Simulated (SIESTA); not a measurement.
CdSe (Cadmoselite):

```xyz
4
Lattice="4.3000 0.0000 0.0000 -2.1500 3.7239 0.0000 0.0000 0.0000 7.0200" Properties=species:S:1:pos:R:3 pbc="T T T"
Cd    2.1500    1.2413    3.5100
Cd    0.0000    2.4826    0.0000
Se    2.1500    1.2413    6.2127
Se    0.0000    2.4826    2.7027
```

| Quantity | Value |
| --- | --- |
| Program | SIESTA 5.4.2 |
| Task | relaxation of cell and atoms |
| Functional | BLYP |
| Potentials or basis | PseudoDojo 0.4 standard (PBE files) |
| Basis | DZP (energy shift 0.002 Ry) |
| Grid cutoff | 800 Ry |
| Energy shift | 0.002 Ry |
| k mesh | 7 × 7 × 4 |
| Occupations | fermi-dirac, width 0.05 eV |
| Spin | no spin polarisation |

At the start: pressure 6.5 GPa; volume 28.10 Å³/atom.

**Question.** How do energy, volume and symmetry change on relaxing?

**Answer.** Over 9 steps the energy falls by 68.0 meV/atom and the volume is 31.65 Å³/atom (+12.6 %); space group P6_3mc (No. 186, to 0.05 Å).

The path:
```csv
step,energy change (eV),largest force (eV/Å),pressure (GPa),volume (Å³)
1,0.0000,0.3491,6.46,112.41
2,-0.0582,0.2578,5.64,113.67
3,-0.2288,0.1260,2.24,120.39
4,-0.2675,0.1063,-0.37,127.70
5,-0.2716,0.0242,-0.13,126.84
6,-0.2719,0.0069,-0.07,126.65
7,-0.2718,0.0114,-0.09,126.72
8,-0.2719,0.0103,-0.09,126.71
9,-0.2719,0.0031,-0.06,126.61
```

Final structure:
```
CELL_PARAMETERS angstrom
4.48315 0.00011 0.00000
-2.24148 3.88258 0.00000
0.00000 0.00000 7.27394
ATOMIC_POSITIONS crystal
Cd 0.66667 0.33333 0.50402
Cd 0.33333 0.66667 0.00402
Se 0.66667 0.33333 0.88101
Se 0.33333 0.66667 0.38101
```

Caveat: semicore shells carry a single zeta, which can move pressures by several GPa and volumes by a few percent; the potentials were made for another functional, which shifts forces and pressure; the volume moved by +13 % from the deposited cell, more than functionals usually miss; the basis of atomic orbitals isn't converged, which shifts pressures, moduli and gaps.
